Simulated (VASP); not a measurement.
# TiCo (P1) in VASP: single point with PBE

Aim: the single point of TiCo with PBE.

All numbers are computed with VASP 6.6.1; they aren't measurements. Logs are shortened: lines on timing, memory, paths and dates and some standing lists are left out, and cuts for length are marked.

**1. Starting point**

The typed cell holds 2 atoms: a = 2.948 Å, b = 2.978 Å, c = 2.976 Å, α = 90.00°, β = 89.19°, γ = 89.73°.

The cell comes from a database or a generator and needn't be the stable form of this composition.

**2. Single point, PBE, collinear spin, typed start**

File INCAR:

```
SYSTEM = TiCo
PREC = Accurate ; ENCUT = 520
EDIFF = 1E-6 ; ISMEAR = -5
SIGMA = 0.1 ; LREAL = .False.
LASPH = .True. ; NELM = 150
ALGO = Normal ; ISIF = 2
LWAVE = .False. ; LCHARG = .False.
ISPIN = 2 ; MAGMOM = 0 2.5
LORBIT = 11 ; LMAXMIX = 4
GGA = PE ; NBANDS = 22
```

File KPOINTS:

```
Automatic mesh
0
Gamma
  7 7 7
  0.5 0.5 0.5
```

File POSCAR:

```
TiCo
1.0
    2.9478000000      0.0069000000      0.0210000000
    0.0069000000      2.9781000000      0.0001000000
    0.0210000000      0.0001000000      2.9757000000
Ti Co
1 1
Direct
    0.0129000000      0.9984000000      0.0020000000
    0.4989000000      0.4886000000      0.4964000000
```

Potentials or basis: VASP PAW PBE potentials, release 64 (Ti_sv, Co).

The run is started by

```
> cat potpaw_PBE.64/Ti_sv/POTCAR potpaw_PBE.64/Co/POTCAR > POTCAR
> mpirun -np 1 vasp_std > vasp.out
```

OUTCAR:

```text
SYSTEM = TiCo
   PREC = Accurate
   ENCUT = 520
   EDIFF = 1E-6
   ISMEAR = -5
   LREAL = .False.
   LASPH = .True.
   NELM = 150
   ISIF = 2
   ISPIN = 2
   LORBIT = 11
   GGA = PE

 ion  position               nearest neighbor table
   1  0.013  0.998  0.002-   2 2.53   2 2.54   2 2.55   2 2.56   2 2.56   2 2.59   2 2.60   2 2.64

   2  0.499  0.489  0.496-   1 2.53   1 2.54   1 2.55   1 2.56   1 2.56   1 2.59   1 2.60   1 2.64

  LATTYP: Found a triclinic cell.
 ALAT       =     2.9478828759
 B/A-ratio  =     1.0094614428
 C/A-ratio  =     1.0102531615
 COS(alpha) =     0.0000835325
 COS(beta)  =     0.0046577379
 COS(gamma) =     0.0141804467

  Lattice vectors:

 A1 = (  -2.9478000000,  -0.0069000000,  -0.0210000000)
 A2 = (  -0.0210000000,  -0.0001000000,  -2.9757000000)
 A3 = (  -0.0069000000,  -2.9781000000,  -0.0001000000)

Analysis of symmetry for initial positions (statically):
=====================================================================
 Subroutine PRICEL returns:
 Original cell was already a primitive cell.

 Routine SETGRP: Setting up the symmetry group for a
 triclinic supercell.

 Subroutine GETGRP returns: Found  1 space group operations
 (whereof  1 operations were pure point group operations)
 out of a pool of  2 trial point group operations.

The static configuration has the point symmetry C_1 .

Analysis of symmetry for dynamics (positions and initial velocities):
=====================================================================
 Subroutine PRICEL returns:
 Original cell was already a primitive cell.

 Routine SETGRP: Setting up the symmetry group for a
 triclinic supercell.

 Subroutine GETGRP returns: Found  1 space group operations
 (whereof  1 operations were pure point group operations)
 out of a pool of  2 trial point group operations.

The dynamic configuration has the point symmetry C_1 .

Analysis of structural, dynamic, and magnetic symmetry:
=====================================================================
 Subroutine PRICEL returns:
 Original cell was already a primitive cell.

 Routine SETGRP: Setting up the symmetry group for a
 triclinic supercell.

 Subroutine GETGRP returns: Found  1 space group operations
 (whereof  1 operations were pure point group operations)
 out of a pool of  2 trial point group operations.

The overall configuration has the point symmetry C_1 .

 Subroutine INISYM returns: Found  1 space group operations
[... 114 lines left out ...]
   ISMEAR =    -5;   SIGMA  =   0.10  broadening in eV -4-tet -1-fermi 0-gaus
   EFERMI_NEDOS =   21; number of points for ismear=-14 and -15
   IALGO  =     38    algorithm
   IMIX   =      4    mixing-type and parameters
     AMIX     =   0.40;   BMIX     =  1.00
     AMIX_MAG =   1.60;   BMIX_MAG =  1.00
  volume/ion in A,a.u.               =      13.06        88.14
  Fermi-wavevector in a.u.,A,eV,Ry     =   1.522231  2.876599 31.527239  2.317187
  Thomas-Fermi vector in A             =   2.630838
   LORBIT       =     11    0 simple, 1 ext, 2 COOP (PROOUT), +10 PAW based schemes
   GGA     = PE    functional components
   LHFCALC =     F    Hartree Fock is set to
   AEXX    =    0.0000 exact exchange contribution
   IVDW    =     0    specifies the selected vdW correction
   LEPSILON=     F    determine dielectric tensor
   LRPA    =     F    only Hartree local field effects (RPA)
 spin polarized calculation
 Fermi weights with tetrahedron method with Bloechl corrections
  energy-cutoff  :      520.00
  volume of cell :       26.12
 maximum number of plane-waves:       720
 NGX is ok and might be reduce to    24
   NGX = 11   NGY = 11   NGZ = 11

 number of electron      20.9999999 magnetization       0.9084600

 Free energy of the ion-electron system (eV)
  ---------------------------------------------------
  ext. energy  EPLUGINS =         0.00000000
  ---------------------------------------------------
  free energy    TOTEN  =       -15.64850257 eV

  energy without entropy =      -15.64850257  energy(sigma->0) =      -15.64850257

 E-fermi :  10.1626     XC(G=0): -12.6774

 val. band max:       10.4255493253   @ k =   0.5000   0.5000   0.0714
 cond. band min:      10.1273568444   @ k =  -0.0714  -0.0714   0.3571
 fundamental gap:     -0.2981924809
 Fermi energy:        10.1625963329

 spin component 1

 k-point     1 :       0.0714    0.0714    0.0714
  band No.  band energies     occupation
      1     -46.9580      1.00000
      2     -23.0684      1.00000
      3     -23.0661      1.00000
      4     -23.0551      1.00000
      5       2.7069      1.00000
      6       6.0008      1.00000
[... 589 lines left out ...]
     21      26.5630      0.00000
     22      30.0964      0.00000

 [... further k-points ...]

 spin component 2

 k-point     1 :       0.0714    0.0714    0.0714
  band No.  band energies     occupation
      1     -46.9340      1.00000
      2     -23.0468      1.00000
      3     -23.0435      1.00000
      4     -23.0294      1.00000
      5       2.7193      1.00000
      6       6.6959      1.00000
[... 589 lines left out ...]
     21      26.6270      0.00000
     22      30.0990      0.00000

 [... further k-points ...]
[... 5 lines left out ...]
  --------------------------------------------------------------------------------------
  -------------------------------------------------------------------------------------
  Total        0.6259246      0.4473627      0.4699644     -0.0192645      0.0204978     -0.1308648
  in kB       38.3910828     27.4389897     28.8252633     -1.1815893      1.2572309     -8.0265921
  external PRESSURE =      31.5517786 kB  Pullay stress =       0.0000000 kB

 VOLUME and BASIS-vectors are now :
 -----------------------------------------------------------------------------
  energy-cutoff  :      520.00
  volume of cell :       26.12
      direct lattice vectors                 reciprocal lattice vectors
     2.947800000  0.006900000  0.021000000     0.339254936 -0.000785944 -0.002394151
     0.006900000  2.978100000  0.000100000    -0.000785944  0.335786382 -0.000005738
     0.021000000  0.000100000  2.975700000    -0.002394151 -0.000005738  0.336072278

 POSITION                                       TOTAL-FORCE (eV/Angst)
 -----------------------------------------------------------------------------------
      0.04496      2.97342      0.00632        -0.203957     -0.144106     -0.076073
      1.48445      1.45859      1.48766         0.203957      0.144106      0.076073
 -----------------------------------------------------------------------------------
    total drift:                               -0.000092     -0.000016     -0.000015

  FREE ENERGIE OF THE ION-ELECTRON SYSTEM (eV)
  ---------------------------------------------------
  free  energy   TOTEN  =       -15.6485025676 eV

  energy  without entropy=      -15.6485025676  energy(sigma->0) =      -15.64850257

 total charge

# of ion       s       p       d       tot
------------------------------------------
    1        2.253   6.188   1.873  10.314
    2        0.532   0.479   7.309   8.320
--------------------------------------------------
tot          2.785   6.667   9.183  18.635

 magnetization (x)

# of ion       s       p       d       tot
------------------------------------------
    1       -0.001  -0.012   0.021   0.008
    2        0.028  -0.002   0.912   0.938
--------------------------------------------------
tot          0.027  -0.013   0.932   0.946
```

OSZICAR:

```text
N       E                     dE             d eps       ncg     rms          rms(c)
DAV:   1     0.166282523885E+03    0.16628E+03   -0.94530E+03 15368   0.121E+03
DAV:   2    -0.689159046994E+01   -0.17317E+03   -0.16492E+03 15454   0.306E+02
DAV:   3    -0.173047752568E+02   -0.10413E+02   -0.10243E+02 19058   0.789E+01
DAV:   4    -0.175880343519E+02   -0.28326E+00   -0.28285E+00 17298   0.117E+01
DAV:   5    -0.175960986532E+02   -0.80643E-02   -0.80693E-02 18352   0.187E+00    0.151E+01
DAV:   6    -0.170105212555E+02    0.58558E+00   -0.11210E+01 17236   0.435E+01    0.120E+01
DAV:   7    -0.168902703891E+02    0.12025E+00   -0.15480E+01 18882   0.347E+01    0.144E+01
DAV:   8    -0.156575186790E+02    0.12328E+01   -0.57786E+00 18720   0.191E+01    0.197E+00
DAV:   9    -0.156585060865E+02   -0.98741E-03   -0.20171E-01 21206   0.377E+00    0.232E+00
DAV:  10    -0.156550349134E+02    0.34712E-02   -0.43622E-02 17420   0.206E+00    0.145E+00
DAV:  11    -0.156502848571E+02    0.47501E-02   -0.30586E-02 19432   0.174E+00    0.682E-01
DAV:  12    -0.156498781671E+02    0.40669E-03   -0.54056E-03 20092   0.529E-01    0.342E-01
DAV:  13    -0.156490021304E+02    0.87604E-03   -0.11496E-03 21734   0.256E-01    0.169E-01
DAV:  14    -0.156485563938E+02    0.44574E-03   -0.42144E-04 22470   0.170E-01    0.435E-02
DAV:  15    -0.156485060409E+02    0.50353E-04   -0.41319E-05 20346   0.458E-02    0.176E-02
DAV:  16    -0.156485278385E+02   -0.21798E-04   -0.45482E-06 14584   0.147E-02    0.845E-03
DAV:  17    -0.156485029603E+02    0.24878E-04   -0.19090E-06  9788   0.126E-02    0.331E-03
DAV:  18    -0.156485025676E+02    0.39268E-06   -0.27781E-07  7826   0.473E-03
   1 F= -.15648503E+02 E0= -.15648503E+02  d E =0.000000E+00  mag=     0.9080
```

stdout:

```text
POSCAR found type information on POSCAR TiCo
 POSCAR found :  2 types and       2 ions
 scaLAPACK will be used
 LDA part: xc-table for (Slater+PW92), standard interpolation
 POSCAR, INCAR and KPOINTS ok, starting setup
 FFT: planning ... GRIDC
 FFT: planning ... GRID_SOFT
 FFT: planning ... GRID
 WAVECAR not read
 entering main loop
 -----------------------------------------------------------------------------
|                                                                             |
|           W    W    AA    RRRRR   N    N  II  N    N   GGGG   !!!           |
|           W    W   A  A   R    R  NN   N  II  NN   N  G    G  !!!           |
|           W    W  A    A  R    R  N N  N  II  N N  N  G       !!!           |
|           W WW W  AAAAAA  RRRRR   N  N N  II  N  N N  G  GGG   !            |
|           WW  WW  A    A  R   R   N   NN  II  N   NN  G    G                |
|           W    W  A    A  R    R  N    N  II  N    N   GGGG   !!!           |
|                                                                             |
|     Tetrahedron method does not include variations of the Fermi             |
|     occupations, so forces and stress will be inaccurate. We suggest        |
|     using a different smearing scheme ISMEAR = 1 or 2 for metals in         |
|     relaxations.                                                            |
|                                                                             |
 -----------------------------------------------------------------------------
```

Run time: 95 s. Hardware: 1 thread of Intel Xeon Platinum 8488C (Sapphire Rapids), shared host; peak memory 0.27 GiB.

Results:

```
Free energy                                           : -15.6485 eV
Pressure                                              : 3.2 GPa
Largest force                                         : 0.261 eV/Å
Band gap on the k mesh                                : none (metal or under the smearing width)
Net moment                                            : 0.91 μB per cell
Site moments                                          : Ti +0.01; Co +0.94 μB
Valence electrons inside the program's atomic spheres : Ti 10.31; Co 8.32
```

Forces on the atoms (eV/Å):
```
Ti  -0.204 -0.144 -0.076
Co   0.204  0.144  0.076
```

Caveat: tetrahedron occupations give inexact forces and stress in metals.
